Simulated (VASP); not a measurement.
# BaS (Fm-3m) in VASP: settings compared

Aim: see how the results for BaS move with the level of theory and the settings. Levels: r2SCAN, PBE. Tasks: band structure, evGW0 quasiparticle levels.

All numbers are computed with VASP 6.6.1; they aren't measurements. Logs are shortened: lines on timing, memory, paths and dates and some standing lists are left out, and cuts for length are marked.

**1. The structure**

The structure is cubic, space group Fm-3m (No. 225). The conventional cell has a = 6.388 Å, b = 6.388 Å, c = 6.388 Å, α = 90.00°, β = 90.00°, γ = 90.00°. Ba (site symmetry m-3m) is surrounded by 6 S at 3.19 Å. Around S (site symmetry m-3m) lie 6 Ba at 3.19 Å.

**2. Band structure, r2SCAN, spin-orbit coupling, no magnetisation**

INCAR

```
SYSTEM = BaS
ALGO = Normal
EDIFF = 1E-7
ENCUT = 520
GGA_COMPAT = .FALSE.
ISIF = 2
ISMEAR = 0
KPAR = 2
LASPH = .TRUE.
LCHARG = .FALSE.
LMIXTAU = .TRUE.
LORBIT = 11
LREAL = .FALSE.
LSORBIT = .TRUE.
LWAVE = .FALSE.
MAGMOM = 0 0 0 0 0 0
METAGGA = R2SCAN
NBANDS = 28
NELM = 60
PREC = Accurate
SIGMA = 0.02
```

KPOINTS

```
k-points
0
G
  6 6 6
  0 0 0
```

POSCAR

```
BaS
1.0
    0.0000000000      3.1937500000      3.1937500000
    3.1937500000      0.0000000000      3.1937500000
    3.1937500000      3.1937500000      0.0000000000
Ba S
1 1
Direct
    0.0000000000      0.0000000000      0.0000000000
    0.5000000000      0.5000000000      0.5000000000
```

KPOINTS_OPT

```
path GXWKGLUWLK,UX
20
line-mode
reciprocal
 0.0000000000  0.0000000000  0.0000000000  G
 0.5000000000  0.0000000000  0.5000000000  X

 0.5000000000  0.0000000000  0.5000000000  X
 0.5000000000  0.2500000000  0.7500000000  W

 0.5000000000  0.2500000000  0.7500000000  W
 0.3750000000  0.3750000000  0.7500000000  K

 0.3750000000  0.3750000000  0.7500000000  K
 0.0000000000  0.0000000000  0.0000000000  G

 0.0000000000  0.0000000000  0.0000000000  G
 0.5000000000  0.5000000000  0.5000000000  L

 0.5000000000  0.5000000000  0.5000000000  L
 0.6250000000  0.2500000000  0.6250000000  U

 0.6250000000  0.2500000000  0.6250000000  U
 0.5000000000  0.2500000000  0.7500000000  W

 0.5000000000  0.2500000000  0.7500000000  W
 0.5000000000  0.5000000000  0.5000000000  L

 0.5000000000  0.5000000000  0.5000000000  L
 0.3750000000  0.3750000000  0.7500000000  K

 0.6250000000  0.2500000000  0.6250000000  U
 0.5000000000  0.0000000000  0.5000000000  X
```

Potentials or basis: VASP PAW PBE potentials, release 64 (Ba_sv, S).

On the command line:

```sh
$ cat potpaw_PBE.64/Ba_sv/POTCAR potpaw_PBE.64/S/POTCAR > POTCAR
$ mpirun -np 2 vasp_ncl > vasp.out
```

OUTCAR:

```text
SYSTEM = BaS
   EDIFF = 1E-7
   ENCUT = 520
   ISIF = 2
   ISMEAR = 0
   LASPH = .TRUE.
   LORBIT = 11
   LREAL = .FALSE.
   LSORBIT = .TRUE.
   METAGGA = R2SCAN
   NELM = 60
   PREC = Accurate

 ion  position               nearest neighbor table
   1  0.000  0.000  0.000-   2 3.19   2 3.19   2 3.19   2 3.19   2 3.19   2 3.19
   2  0.500  0.500  0.500-   1 3.19   1 3.19   1 3.19   1 3.19   1 3.19   1 3.19

  LATTYP: Found a face centered cubic cell.
 ALAT       =     6.3875000000

  Lattice vectors:

 A1 = (   0.0000000000,   3.1937500000,   3.1937500000)
 A2 = (   3.1937500000,   0.0000000000,   3.1937500000)
 A3 = (   3.1937500000,   3.1937500000,   0.0000000000)

Analysis of symmetry for initial positions (statically):
=====================================================================
 Subroutine PRICEL returns:
 Original cell was already a primitive cell.

 Routine SETGRP: Setting up the symmetry group for a
 face centered cubic supercell.

 Subroutine GETGRP returns: Found 48 space group operations
 (whereof 48 operations were pure point group operations)
 out of a pool of 48 trial point group operations.

The static configuration has the point symmetry O_h .

Analysis of symmetry for dynamics (positions and initial velocities):
=====================================================================
 Subroutine PRICEL returns:
 Original cell was already a primitive cell.

 Routine SETGRP: Setting up the symmetry group for a
 face centered cubic supercell.

 Subroutine GETGRP returns: Found 48 space group operations
 (whereof 48 operations were pure point group operations)
 out of a pool of 48 trial point group operations.

The dynamic configuration has the point symmetry O_h .

Analysis of structural, dynamic, and magnetic symmetry:
=====================================================================
 Subroutine PRICEL returns:
 Original cell was already a primitive cell.

 Routine SETGRP: Setting up the symmetry group for a
 face centered cubic supercell.

 Subroutine GETGRP returns: Found 48 space group operations
 (whereof 48 operations were pure point group operations)
 out of a pool of 48 trial point group operations.

The overall configuration has the point symmetry O_h .

 Subroutine INISYM returns: Found 48 space group operations
 (whereof 48 operations are pure point group operations),
 and found     1 'primitive' translations

----------------------------------------------------------------------------------------

                                     Primitive cell

  volume of cell :      65.1527

  direct lattice vectors                    reciprocal lattice vectors
     0.000000000  3.193750000  3.193750000    -0.156555773  0.156555773  0.156555773
     3.193750000  0.000000000  3.193750000     0.156555773 -0.156555773  0.156555773
     3.193750000  3.193750000  0.000000000     0.156555773  0.156555773 -0.156555773

  length of vectors
     4.516644565  4.516644565  4.516644565     0.271162553  0.271162553  0.271162553

  position of ions in fractional coordinates (direct lattice)
     0.000000000  0.000000000  0.000000000
     0.500000000  0.500000000  0.500000000

  ion indices of the primitive-cell ions
   primitive index   ion index
                 1           1
                 2           2

----------------------------------------------------------------------------------------

 KPOINTS: k-points

Automatic generation of k-mesh.
 Grid dimensions read from file:
 generate k-points for:    6    6    6

 Generating k-lattice:

  Cartesian coordinates                     Fractional coordinates (reciprocal lattice)
    -0.026092629  0.026092629  0.026092629     0.166666667  0.000000000  0.000000000
     0.026092629 -0.026092629  0.026092629     0.000000000  0.166666667  0.000000000
     0.026092629  0.026092629 -0.026092629     0.000000000  0.000000000  0.166666667

[... 69 lines left out ...]
  Fermi-wavevector in a.u.,A,eV,Ry     =   1.025189  1.937326 14.299891  1.051012
  Thomas-Fermi vector in A             =   2.159016
   LORBIT       =     11    0 simple, 1 ext, 2 COOP (PROOUT), +10 PAW based schemes
   METAGGA = R2SCAN    functional components
   LHFCALC =     F    Hartree Fock is set to
   AEXX    =    0.0000 exact exchange contribution
   IVDW    =     0    specifies the selected vdW correction
   LEPSILON=     F    determine dielectric tensor
   LRPA    =     F    only Hartree local field effects (RPA)
 Gauss-broadening in eV      SIGMA  =   0.02
  energy-cutoff  :      520.00
  volume of cell :       65.15
 maximum number of plane-waves:      3614
 NGX is ok and might be reduce to    36
   NGX = 17   NGY = 17   NGZ = 17

 number of electron      16.0000001 magnetization       0.0000000      0.0000000      0.0000000

 number of electron      16.0000001 magnetization      -0.0000000     -0.0000000     -0.0000000

 number of electron      16.0000001 magnetization      -0.0000000     -0.0000000      0.0000000

 number of electron      16.0000001 magnetization       0.0000000     -0.0000000      0.0000000

 Free energy of the ion-electron system (eV)
  ---------------------------------------------------
  ext. energy  EPLUGINS =         0.00000000
  ---------------------------------------------------
  free energy    TOTEN  =       -39.38237255 eV

  energy without entropy =      -39.38237255  energy(sigma->0) =      -39.38237255

 E-fermi :   1.4258     XC(G=0):  -9.0812

 val. band max:        1.2669657090   @ k =   0.0000   0.0000   0.0000
 cond. band min:       3.6802914432   @ k =   0.5000   0.5000   0.0000
 fundamental gap:      2.4133257342
 Fermi energy:         1.4258421952

 k-point     1 :       0.0000    0.0000    0.0000
  band No.  band energies     occupation
      1     -25.5939      1.00000
      2     -25.5939      1.00000
      3     -11.5673      1.00000
      4     -11.5673      1.00000
      5      -9.6028      1.00000
      6      -9.6028      1.00000
[... 485 lines left out ...]
     27      10.3193      0.00000
     28      10.3193      0.00000

------------------------ aborting loop because EDIFF is reached ----------------------------------------

  FORCE on cell =-STRESS in cart. coord.  units (eV):
  Direction    XX          YY          ZZ          XY          YZ          ZX
  --------------------------------------------------------------------------------------
  -------------------------------------------------------------------------------------
  Total        0.5681639      0.5681639      0.5681639      0.0000000      0.0000000     -0.0000000
  in kB       13.9717722     13.9717722     13.9717722      0.0000000      0.0000000     -0.0000000
  external PRESSURE =      13.9717722 kB  Pullay stress =       0.0000000 kB

 VOLUME and BASIS-vectors are now :
 -----------------------------------------------------------------------------
  energy-cutoff  :      520.00
  volume of cell :       65.15
      direct lattice vectors                 reciprocal lattice vectors
     0.000000000  3.193750000  3.193750000    -0.156555773  0.156555773  0.156555773
     3.193750000  0.000000000  3.193750000     0.156555773 -0.156555773  0.156555773
     3.193750000  3.193750000  0.000000000     0.156555773  0.156555773 -0.156555773

 POSITION                                       TOTAL-FORCE (eV/Angst)
 -----------------------------------------------------------------------------------
      0.00000      0.00000      0.00000        -0.000000     -0.000000     -0.000000
      3.19375      3.19375      3.19375         0.000000      0.000000      0.000000
 -----------------------------------------------------------------------------------
    total drift:                                0.000000      0.000000      0.000000

  FREE ENERGIE OF THE ION-ELECTRON SYSTEM (eV)
  ---------------------------------------------------
  free  energy   TOTEN  =       -39.3823725467 eV

  energy  without entropy=      -39.3823725467  energy(sigma->0) =      -39.38237255

 Spin-Orbit-Coupling matrix elements

 Ion:    1  E_soc:     -0.3666419
 l=   1
     0.0000000    -0.0609260    -0.0609260
    -0.0609260     0.0000000    -0.0609260
    -0.0609260    -0.0609260     0.0000000
 l=   2
     0.0000000    -0.0000119     0.0000000    -0.0000119    -0.0001690
    -0.0000119     0.0000000    -0.0001268    -0.0000119    -0.0000423
     0.0000000    -0.0001268     0.0000000    -0.0001268     0.0000000
    -0.0000119    -0.0000119    -0.0001268     0.0000000    -0.0000423
    -0.0001690    -0.0000423     0.0000000    -0.0000423     0.0000000
 l=   3
     0.0000000     0.0000000     0.0000000     0.0000000     0.0000000     0.0000000     0.0000000
     0.0000000     0.0000000     0.0000000     0.0000000     0.0000000     0.0000000     0.0000000
     0.0000000     0.0000000     0.0000000     0.0000000     0.0000000     0.0000000     0.0000000
     0.0000000     0.0000000     0.0000000     0.0000000     0.0000000     0.0000000     0.0000000
     0.0000000     0.0000000     0.0000000     0.0000000     0.0000000     0.0000000     0.0000000
     0.0000000     0.0000000     0.0000000     0.0000000     0.0000000     0.0000000     0.0000000
     0.0000000     0.0000000     0.0000000     0.0000000     0.0000000     0.0000000     0.0000000

 Ion:    2  E_soc:     -0.0021839
 l=   1
     0.0000000    -0.0003640    -0.0003640
    -0.0003640     0.0000000    -0.0003640
    -0.0003640    -0.0003640     0.0000000
 l=   2
     0.0000000     0.0000000     0.0000000     0.0000000     0.0000000
     0.0000000     0.0000000     0.0000000     0.0000000     0.0000000
     0.0000000     0.0000000     0.0000000     0.0000000     0.0000000
     0.0000000     0.0000000     0.0000000     0.0000000     0.0000000
     0.0000000     0.0000000     0.0000000     0.0000000     0.0000000
 l=   3
     0.0000000     0.0000000     0.0000000     0.0000000     0.0000000     0.0000000     0.0000000
     0.0000000     0.0000000     0.0000000     0.0000000     0.0000000     0.0000000     0.0000000
     0.0000000     0.0000000     0.0000000     0.0000000     0.0000000     0.0000000     0.0000000
     0.0000000     0.0000000     0.0000000     0.0000000     0.0000000     0.0000000     0.0000000
     0.0000000     0.0000000     0.0000000     0.0000000     0.0000000     0.0000000     0.0000000
     0.0000000     0.0000000     0.0000000     0.0000000     0.0000000     0.0000000     0.0000000
     0.0000000     0.0000000     0.0000000     0.0000000     0.0000000     0.0000000     0.0000000

 total charge

# of ion       s       p       d       tot
------------------------------------------
    1        2.020   5.634   0.256   7.909
    2        1.309   2.460   0.000   3.769
--------------------------------------------------
tot          3.329   8.094   0.256  11.679

 magnetization (x)

# of ion       s       p       d       tot
------------------------------------------
    1        0.000   0.000   0.000   0.000
    2        0.000   0.000   0.000   0.000
--------------------------------------------------
tot          0.000   0.000   0.000   0.000

 magnetization (y)

# of ion       s       p       d       tot
------------------------------------------
    1       -0.000   0.000   0.000  -0.000
    2        0.000   0.000   0.000   0.000
--------------------------------------------------
tot         -0.000   0.000   0.000  -0.000

 magnetization (z)

# of ion       s       p       d       tot
------------------------------------------
    1        0.000   0.000  -0.000  -0.000
    2        0.000   0.000   0.000   0.000
--------------------------------------------------
tot          0.000   0.000  -0.000  -0.000
```

It took 14 min on 2 MPI ranks of Intel Xeon Platinum 8488C (Sapphire Rapids), shared host; peak memory 0.48 GiB.

What came out:

```yaml
Free_energy: -39.3824 eV
Pressure: 1.4 GPa
Valence_electrons_inside_the_program's_atomic_spheres: Ba 7.91; S 3.77
```

Caveat: the PAW data sets were made with another functional, which shifts forces and pressure a little.

(Continued in part 2 of 2.)
